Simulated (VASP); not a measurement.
# Sn (Fd-3m) in VASP: further runs

One crystal, Sn, is run at these levels: PBEsol; tasks: relaxation of the atoms.

Everything below comes from runs of VASP 6.6.1. Logs are shortened: lines on timing, memory, paths and dates and some standing lists are left out, and cuts for length are marked.

## Step 1: The crystal as given

It takes space group Fd-3m (No. 227, cubic). The conventional cell has a = 6.537 Å, b = 6.537 Å, c = 6.537 Å, α = 90.00°, β = 90.00°, γ = 90.00°. Around Sn (site symmetry -43m) lie 4 Sn at 2.83 Å.

This isn't the form of Sn at room conditions, which is tetragonal (white tin).

## Step 2: Relaxation of the atoms, PBEsol (a relaxed cell with its volume scaled by 0.96)

File INCAR:

```
SYSTEM = Sn
  PREC = Accurate
  ENCUT = 600
  EDIFF = 1E-7
  ISMEAR = 0
  SIGMA = 0.03
  LREAL = .False.
  LASPH = .True.
  NELM = 80
  ALGO = Fast
  ISIF = 2
  LWAVE = .False.
  LCHARG = .False.
  GGA = PS
  IBRION = 2
  NSW = 40
  EDIFFG = -0.01
```

File KPOINTS:

```
Automatic mesh
0
Gamma
  10 10 10
  0 0 0
```

File POSCAR:

```
Sn                                      
1.0
    0.0000000000      3.2244079166      3.2244079166
    3.2244079166      0.0000000000      3.2244079166
    3.2244079166      3.2244079166      0.0000000000
  Sn            
     2
Direct
     0.0000000000000000    0.0000000000000000    0.0000000000000000
     0.2500000000000000    0.2500000000000000    0.2500000000000000
```

Potentials or basis: VASP PAW PBE potentials, release 64 (Sn_d).

Started as:

```bash
> cat potpaw_PBE.64/Sn_d/POTCAR > POTCAR
> mpirun -np 1 vasp_std > vasp.out
```

OUTCAR:

```text
SYSTEM = Sn
   PREC = Accurate
   ENCUT = 600
   EDIFF = 1E-7
   ISMEAR = 0
   LREAL = .False.
   LASPH = .True.
   NELM = 80
   ISIF = 2
   GGA = PS
   IBRION = 2
   NSW = 40
   EDIFFG = -0.01

 ion  position               nearest neighbor table
   1  0.000  0.000  0.000-   2 2.79   2 2.79   2 2.79   2 2.79
   2  0.250  0.250  0.250-   1 2.79   1 2.79   1 2.79   1 2.79

  LATTYP: Found a face centered cubic cell.
 ALAT       =     6.4488158332

  Lattice vectors:

 A1 = (   0.0000000000,   3.2244079166,   3.2244079166)
 A2 = (   3.2244079166,   0.0000000000,   3.2244079166)
 A3 = (   3.2244079166,   3.2244079166,   0.0000000000)

Analysis of symmetry for initial positions (statically):
=====================================================================
 Subroutine PRICEL returns:
 Original cell was already a primitive cell.

 Routine SETGRP: Setting up the symmetry group for a
 face centered cubic supercell.

 Subroutine GETGRP returns: Found 48 space group operations
 (whereof 24 operations were pure point group operations)
 out of a pool of 48 trial point group operations.

The static configuration has the point symmetry T_d .
 The point group associated with its full space group is O_h .

Analysis of symmetry for dynamics (positions and initial velocities):
=====================================================================
 Subroutine PRICEL returns:
 Original cell was already a primitive cell.

 Routine SETGRP: Setting up the symmetry group for a
 face centered cubic supercell.

 Subroutine GETGRP returns: Found 48 space group operations
 (whereof 24 operations were pure point group operations)
 out of a pool of 48 trial point group operations.

The dynamic configuration has the point symmetry T_d .
 The point group associated with its full space group is O_h .

 Subroutine INISYM returns: Found 48 space group operations
 (whereof 24 operations are pure point group operations),
 and found     1 'primitive' translations

----------------------------------------------------------------------------------------

                                     Primitive cell

  volume of cell :      67.0471

  direct lattice vectors                    reciprocal lattice vectors
[... 85 lines left out ...]
   ENCUT  =  600.0 eV  44.10 Ry    6.64 a.u.   9.11  9.11  9.11*2*pi/ulx,y,z
   NELM   =     80;   NELMIN=  2; NELMDL= -5     # of ELM steps
   EDIFF  = 0.1E-06   stopping-criterion for ELM
   LREAL  =      F    real-space projection
   EDIFFG = -.1E-01   stopping-criterion for IOM
   NSW    =     40    number of steps for IOM
   IBRION =      2    ionic relax: 0-MD 1-quasi-New 2-CG
   NFREE  =      1    steps in history (QN), initial steepest desc. (CG)
   ISIF   =      2    stress and relaxation
   ISYM   =      2    0-nonsym 1-usesym 2-fastsym
   POTIM  = 0.5000    time-step for ionic-motion
   TEBEG  =    0.0;   TEEND  =   0.0 temperature during run
   PSTRESS=    0.0 pullay stress
   NELECT =      28.0000    total number of electrons
   NUPDOWN=      -1.0000    fix difference up-down
   EMIN   =  10.00;   EMAX   =-10.00  energy-range for DOS
   EFERMI =   0.00;   METHOD = LEGACY
   ISMEAR =     0;   SIGMA  =   0.03  broadening in eV -4-tet -1-fermi 0-gaus
   EFERMI_NEDOS =   21; number of points for ismear=-14 and -15
   IALGO  =     68    algorithm
   IMIX   =      4    mixing-type and parameters
     AMIX     =   0.40;   BMIX     =  1.00
     AMIX_MAG =   1.60;   BMIX_MAG =  1.00
  volume/ion in A,a.u.               =      33.52       226.23
  Fermi-wavevector in a.u.,A,eV,Ry     =   1.223679  2.312418 20.373234  1.497390
  Thomas-Fermi vector in A             =   2.358781
   LORBIT       =      0    0 simple, 1 ext, 2 COOP (PROOUT), +10 PAW based schemes
   GGA     = PS    functional components
   LHFCALC =     F    Hartree Fock is set to
   AEXX    =    0.0000 exact exchange contribution
   IVDW    =     0    specifies the selected vdW correction
   LEPSILON=     F    determine dielectric tensor
   LRPA    =     F    only Hartree local field effects (RPA)
 conjugate gradient relaxation of ions
 non-spin polarized calculation
 RMM-DIIS sequential band-by-band and
 Gauss-broadening in eV      SIGMA  =   0.03
  energy-cutoff  :      600.00
  volume of cell :       67.05
 maximum number of plane-waves:      2252
   NGX = 19   NGY = 19   NGZ = 19

 number of electron      28.0000011 magnetization

 Free energy of the ion-electron system (eV)
  ---------------------------------------------------
  ext. energy  EPLUGINS =         0.00000000
  ---------------------------------------------------
  free energy    TOTEN  =        -8.44727045 eV

  energy without entropy =       -8.44720132  energy(sigma->0) =       -8.44723589

 E-fermi :   5.6661     XC(G=0):  -9.1481

 val. band max:        5.5756739530   @ k =   0.1000   0.0000   0.0000
 cond. band min:       5.6662194078   @ k =   0.5000   0.0000   0.0000
 fundamental gap:      0.0905454547
 Fermi energy:         5.6660883758

 k-point     1 :       0.0000    0.0000    0.0000
  band No.  band energies     occupation
      1     -15.9469      2.00000
      2     -15.9469      2.00000
      3     -15.9469      2.00000
      4     -15.8838      2.00000
      5     -15.8838      2.00000
      6     -15.5560      2.00000
[... 481 lines left out ...]
      5     -15.7552      2.00000
      6     -15.7243      2.00000
[... 10 lines left out ...]
     17      11.1892      0.00000
     18      11.6946      0.00000

 [... further k-points ...]

------------------------ aborting loop because EDIFF is reached ----------------------------------------

  FORCE on cell =-STRESS in cart. coord.  units (eV):
  Direction    XX          YY          ZZ          XY          YZ          ZX
  --------------------------------------------------------------------------------------
  -------------------------------------------------------------------------------------
  Total        0.7876974      0.7876974      0.7876974     -0.0000000      0.0000000      0.0000000
  in kB       18.8230530     18.8230530     18.8230530     -0.0000000      0.0000000      0.0000000
  external PRESSURE =      18.8230530 kB  Pullay stress =       0.0000000 kB

 VOLUME and BASIS-vectors are now :
 -----------------------------------------------------------------------------
  energy-cutoff  :      600.00
  volume of cell :       67.05
      direct lattice vectors                 reciprocal lattice vectors
     0.000000000  3.224407917  3.224407917    -0.155067229  0.155067229  0.155067229
     3.224407917  0.000000000  3.224407917     0.155067229 -0.155067229  0.155067229
     3.224407917  3.224407917  0.000000000     0.155067229  0.155067229 -0.155067229

 POSITION                                       TOTAL-FORCE (eV/Angst)
 -----------------------------------------------------------------------------------
      0.00000      0.00000      0.00000         0.000000      0.000000      0.000000
      1.61220      1.61220      1.61220        -0.000000     -0.000000     -0.000000
 -----------------------------------------------------------------------------------
    total drift:                                0.000000      0.000000      0.000000

  FREE ENERGIE OF THE ION-ELECTRON SYSTEM (eV)
  ---------------------------------------------------
  free  energy   TOTEN  =        -8.4472704546 eV

  energy  without entropy=       -8.4472013172  energy(sigma->0) =       -8.44723589

 reached required accuracy - stopping structural energy minimisation
```

OSZICAR:

```text
N       E                     dE             d eps       ncg     rms          rms(c)
DAV:   1     0.213059725289E+03    0.21306E+03   -0.16205E+04  1692   0.245E+03
DAV:   2     0.118406387609E+02   -0.20122E+03   -0.19921E+03  1694   0.473E+02
DAV:   3    -0.788112277665E+01   -0.19722E+02   -0.19573E+02  1876   0.151E+02
DAV:   4    -0.853484563061E+01   -0.65372E+00   -0.65269E+00  1972   0.293E+01
DAV:   5    -0.855881230944E+01   -0.23967E-01   -0.23962E-01  2252   0.519E+00    0.338E+00
RMM:   6    -0.848208153202E+01    0.76731E-01   -0.41467E-02  1816   0.292E+00    0.196E+00
RMM:   7    -0.844506355555E+01    0.37018E-01   -0.73669E-02  1810   0.321E+00    0.162E-01
RMM:   8    -0.844665467281E+01   -0.15911E-02   -0.13331E-02  1939   0.116E+00    0.685E-02
RMM:   9    -0.844724204062E+01   -0.58737E-03   -0.36471E-03  2412   0.577E-01    0.378E-02
RMM:  10    -0.844725841334E+01   -0.16373E-04   -0.28488E-04  1984   0.199E-01    0.119E-02
RMM:  11    -0.844727007704E+01   -0.11664E-04   -0.11868E-04  2507   0.993E-02    0.778E-03
RMM:  12    -0.844727028018E+01   -0.20314E-06   -0.80164E-06  1973   0.319E-02    0.219E-03
RMM:  13    -0.844727043760E+01   -0.15742E-06   -0.42133E-06  2375   0.195E-02    0.893E-04
RMM:  14    -0.844727045460E+01   -0.17000E-07   -0.57436E-07  1418   0.663E-03
   1 F= -.84472705E+01 E0= -.84472359E+01  d E =-.844727E+01
```

CONTCAR:

```text
Sn
   1.00000000000000
     0.0000000000000000    3.2244079166000001    3.2244079166000001
     3.2244079166000001    0.0000000000000000    3.2244079166000001
     3.2244079166000001    3.2244079166000001    0.0000000000000000
  Sn
     2
Direct
     0.0000000000000000    0.0000000000000000    0.0000000000000000
     0.2500000000000000    0.2500000000000000    0.2500000000000000

  0.00000000E+00  0.00000000E+00  0.00000000E+00
  0.00000000E+00  0.00000000E+00  0.00000000E+00
```

It took 38 s on 1 thread of Intel Xeon Platinum 8559C (Emerald Rapids), shared host; peak memory 0.23 GiB.

What came out:

| Property | Result |
| --- | --- |
| Free energy | -8.4473 eV |
| Pressure after relaxing | 1.9 GPa |
| Band gap on the k mesh | none (metal or under the smearing width) |

Final structure:
```
Sn
1.0
     0.00000    3.22441    3.22441
     3.22441    0.00000    3.22441
     3.22441    3.22441    0.00000
Sn
2
Direct
  0.00000 0.00000 0.00000
  0.25000 0.25000 0.25000
```

Caveat: the relaxation stopped at its first step, so nothing moved; the PAW data sets were made with another functional, which shifts forces and pressure a little.

## Step 3: Relaxation of the atoms, PBEsol (a relaxed cell with its volume scaled by 0.98)

INCAR is that of step 2.

KPOINTS is that of step 2.

File POSCAR:

```
Sn                                      
1.0
    0.0000000000      3.2466459153      3.2466459153
    3.2466459153      0.0000000000      3.2466459153
    3.2466459153      3.2466459153      0.0000000000
  Sn            
     2
Direct
     0.0000000000000000    0.0000000000000000    0.0000000000000000
     0.2500000000000000    0.2500000000000000    0.2500000000000000
```

Potentials or basis: VASP PAW PBE potentials, release 64 (Sn_d).

Started as:

```bash
> cat potpaw_PBE.64/Sn_d/POTCAR > POTCAR
> mpirun -np 1 vasp_std > vasp.out
```

Wall time 59 s (1 thread of Intel Xeon Platinum 8559C (Emerald Rapids), shared host); peak memory 0.26 GiB.

The run converged. Its results:

| Item | Value |
| --- | --- |
| Free energy | -8.4594 eV |
| Pressure after relaxing | 0.9 GPa |
| Band gap on the k mesh | none (metal or under the smearing width) |

Final structure:
```xyz
2
Lattice="0.0000 3.2466 3.2466 3.2466 0.0000 3.2466 3.2466 3.2466 0.0000" Properties=species:S:1:pos:R:3 pbc="T T T"
Sn    0.0000    0.0000    0.0000
Sn    1.6233    1.6233    1.6233
```

Levels at points of the mesh, in eV from the Fermi level:
```tsv
k point	band 11	band 12	band 13	band 14	band 15	band 16	band 17	band 18
(0.00, 0.00, 0.00)	-10.56	-0.64	0.15	0.15	0.15	2.21	2.21	2.21
(0.50, 0.00, 0.00)	-8.93	-6.25	-1.05	-1.05	0.00	3.27	3.27	5.59
(0.50, 0.50, 0.00)	-7.46	-7.46	-2.40	-2.40	0.82	0.82	7.76	7.77
```

Caveat: the relaxation stopped at its first step, so nothing moved; the PAW data sets were made with another functional, which shifts forces and pressure a little.

## Step 4: Relaxation of the atoms, PBEsol

INCAR is that of step 3.

KPOINTS is that of step 3.

File POSCAR:

```
Sn                                      
1.0
    0.0000000000      3.2685833775      3.2685833775
    3.2685833775      0.0000000000      3.2685833775
    3.2685833775      3.2685833775      0.0000000000
  Sn            
     2
Direct
     0.0000000000000000    0.0000000000000000    0.0000000000000000
     0.2500000000000000    0.2500000000000000    0.2500000000000000
```

Started as:

```bash
> cat potpaw_PBE.64/Sn_d/POTCAR > POTCAR
> mpirun -np 1 vasp_std > vasp.out
```

Run time: 58 s. Hardware: 1 thread of Intel Xeon Platinum 8559C (Emerald Rapids), shared host; peak memory 0.26 GiB.

Results (log left out):

- Free energy: -8.4633 eV
- Pressure after relaxing: 0.0 GPa
- Band gap on the k mesh: none (metal or under the smearing width)

Final structure:
```
Sn
1.0
     0.00000    3.26858    3.26858
     3.26858    0.00000    3.26858
     3.26858    3.26858    0.00000
Sn
2
Cartesian
  0.0000 0.0000 0.0000
  1.6343 1.6343 1.6343
```

Levels at points of the mesh, in eV from the Fermi level:
```csv
k point,band 10,band 11,band 12,band 13,band 14,band 15,band 16,band 17,band 18
"(0.00, 0.00, 0.00)",-21.12,-10.41,-0.77,0.16,0.16,0.16,2.22,2.22,2.22
"(0.50, 0.00, 0.00)",-21.08,-8.83,-6.16,-1.01,-1.01,-0.03,3.28,3.28,5.62
"(0.50, 0.50, 0.00)",-21.06,-7.38,-7.38,-2.32,-2.32,0.86,0.86,7.65,7.77
```

Caveat: the relaxation stopped at its first step, so nothing moved; the PAW data sets were made with another functional, which shifts forces and pressure a little.

## Step 5: Relaxation of the atoms, PBEsol (a relaxed cell with its volume scaled by 1.02)

INCAR is that of step 4.

KPOINTS is that of step 4.

File POSCAR:

```
Sn                                      
1.0
    0.0000000000      3.2902302559      3.2902302559
    3.2902302559      0.0000000000      3.2902302559
    3.2902302559      3.2902302559      0.0000000000
  Sn            
     2
Direct
     0.0000000000000000    0.0000000000000000    0.0000000000000000
     0.2500000000000000    0.2500000000000000    0.2500000000000000
```

Started as:

```bash
> cat potpaw_PBE.64/Sn_d/POTCAR > POTCAR
> mpirun -np 1 vasp_std > vasp.out
```

Run time: 51 s. Hardware: 1 thread of Intel Xeon Platinum 8559C (Emerald Rapids), shared host; peak memory 0.26 GiB.

It converged, with:

```yaml
Free_energy: -8.4601 eV
Pressure_after_relaxing: -0.8 GPa
Band_gap_on_the_k_mesh: none (metal or under the smearing width)
```

Final structure:
```yaml
crystal:
  lattice:
    - [0.00000, 3.29023, 3.29023]
    - [3.29023, 0.00000, 3.29023]
    - [3.29023, 3.29023, 0.00000]
  atoms:
    - { symbol: Sn, position: [0.00000, 0.00000, 0.00000] }
    - { symbol: Sn, position: [0.25000, 0.25000, 0.25000] }
```

Levels at points of the mesh, in eV from the Fermi level:
| k point | band 12 | band 13 | band 14 | band 15 | band 16 | band 17 |
| --- | --- | --- | --- | --- | --- | --- |
| (0.00, 0.00, 0.00) | -0.89 | 0.17 | 0.17 | 0.17 | 2.23 | 2.23 |
| (0.50, 0.00, 0.00) | -6.09 | -0.97 | -0.97 | -0.06 | 3.28 | 3.28 |
| (0.50, 0.50, 0.00) | -7.31 | -2.25 | -2.25 | 0.89 | 0.89 | 7.53 |

Caveat: the relaxation stopped at its first step, so nothing moved; the PAW data sets were made with another functional, which shifts forces and pressure a little.

## Step 6: Relaxation of the atoms, PBEsol (a relaxed cell with its volume scaled by 1.04)

INCAR is that of step 5.

KPOINTS is that of step 5.

File POSCAR:

```
Sn                                      
1.0
    0.0000000000      3.3115959861      3.3115959861
    3.3115959861      0.0000000000      3.3115959861
    3.3115959861      3.3115959861      0.0000000000
  Sn            
     2
Direct
     0.0000000000000000    0.0000000000000000    0.0000000000000000
     0.2500000000000000    0.2500000000000000    0.2500000000000000
```

Potentials or basis: VASP PAW PBE potentials, release 64 (Sn_d).

Started as:

```bash
> cat potpaw_PBE.64/Sn_d/POTCAR > POTCAR
> mpirun -np 1 vasp_std > vasp.out
```

It took 49 s on 1 thread of Intel Xeon Platinum 8559C (Emerald Rapids), shared host; peak memory 0.26 GiB.

It converged, with:

| Item | Value |
| --- | --- |
| Free energy | -8.4506 eV |
| Pressure after relaxing | -1.4 GPa |
| Band gap on the k mesh | none (metal or under the smearing width) |

Final structure:
```xyz
2
Lattice="0.0000 3.3116 3.3116 3.3116 0.0000 3.3116 3.3116 3.3116 0.0000" Properties=species:S:1:pos:R:3 pbc="T T T"
Sn    0.0000    0.0000    0.0000
Sn    1.6558    1.6558    1.6558
```

Levels at points of the mesh, in eV from the Fermi level:
```csv
k point,band 12,band 13,band 14,band 15,band 16,band 17
"(0.00, 0.00, 0.00)",-1.02,0.18,0.18,0.18,2.23,2.23
"(0.50, 0.00, 0.00)",-6.02,-0.94,-0.94,-0.09,3.27,3.27
"(0.50, 0.50, 0.00)",-7.25,-2.19,-2.19,0.91,0.91,7.41
```

Caveat: the relaxation stopped at its first step, so nothing moved; the PAW data sets were made with another functional, which shifts forces and pressure a little.

## Step 7: Summary

```tsv
cell	gap on the mesh (eV)	pressure (GPa)
atoms relaxed from: a relaxed cell with its volume scaled by 0.96	none	1.9
atoms relaxed from: a relaxed cell with its volume scaled by 0.98	none	0.9
atoms relaxed	none	0.0
atoms relaxed from: a relaxed cell with its volume scaled by 1.02	none	-0.8
atoms relaxed from: a relaxed cell with its volume scaled by 1.04	none	-1.4
```

Alike in all rows: task relaxation of the atoms; level PBEsol; potentials or basis VASP PAW PBE potentials, release 64 (Sn_d); no spin polarisation; k mesh 10 × 10 × 10; cutoff (eV) 600; smearing gaussian 0.03 eV.

Caveats: the relaxation stopped at its first step, so nothing moved; the PAW data sets were made with another functional, which shifts forces and pressure a little.

Total energies depend on the potentials used, so only differences within one code and one set of settings carry meaning.
